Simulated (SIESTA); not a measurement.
**MgS (Niningerite): density of states with revPBE**

Crystal: MgS (Niningerite).

```xyz
2
Lattice="0.0000 2.6016 2.6016 2.6016 0.0000 2.6016 2.6016 2.6016 0.0000" Properties=species:S:1:pos:R:3 pbc="T T T"
S     2.6016    2.6016    2.6016
Mg    0.0000    0.0000    0.0000
```

```
Program             : SIESTA 5.4.2
Task                : density of states
Functional          : revPBE
Potentials or basis : PseudoDojo 0.4 standard (PBE files)
Basis               : DZP (energy shift 0.02 Ry)
Grid cutoff         : 800 Ry
Energy shift        : 0.02 Ry
k mesh              : 9 × 9 × 9
Occupations         : fermi-dirac, width 0.05 eV
Spin                : no spin polarisation
broadening (eV)     : 0.2 eV
window from (eV)    : -10 eV
window to (eV)      : 5 eV
energy points       : 301
k mesh for the DOS  : 14 × 14 × 14
```

```
Pressure               : -0.2 GPa
Band gap on the k mesh : 2.98 eV, indirect (least direct gap 4.06 eV)
```

States per cell in windows of 1 eV (zero at the valence-band top; states under -8 eV left out):
```tsv
from (eV)	total	S_p	Mg_p	Mg_s	S_d	S_s
-8.0	0.00	0.00	0.00	0.00	0.00	0.00
-7.0	0.00	0.00	0.00	0.00	0.00	0.00
-6.0	0.00	0.00	0.00	0.00	0.00	0.00
-5.0	0.60	0.33	0.08	0.19	0.00	0.01
-4.0	1.20	0.71	0.24	0.21	0.01	0.03
-3.0	0.96	0.63	0.22	0.08	0.01	0.02
-2.0	1.73	1.33	0.32	0.05	0.01	0.01
-1.0	1.46	1.34	0.11	0.01	0.01	0.00
0.0	0.04	0.04	0.00	0.00	0.00	0.00
1.0	0.00	0.00	0.00	0.00	0.00	0.00
2.0	0.01	0.00	0.00	0.01	0.00	0.00
3.0	0.14	0.01	0.01	0.09	0.03	0.01
4.0	0.42	0.04	0.07	0.20	0.09	0.02
5.0	1.14	0.11	0.37	0.34	0.24	0.07
```

It took 7.7 s on 1 thread of Arm Neoverse V2, with other jobs on the host, peak memory 0.18 GiB.

Caveat: semicore shells carry a single zeta, which can move pressures by several GPa and volumes by a few percent; the potentials were made for another functional, which shifts forces and pressure; an odd mesh through Γ misses points on the zone boundary, where band edges often lie; the basis of atomic orbitals isn't converged, which shifts pressures, moduli and gaps. Expect the measured gap to be larger: semilocal functionals such as revPBE lack the derivative discontinuity.
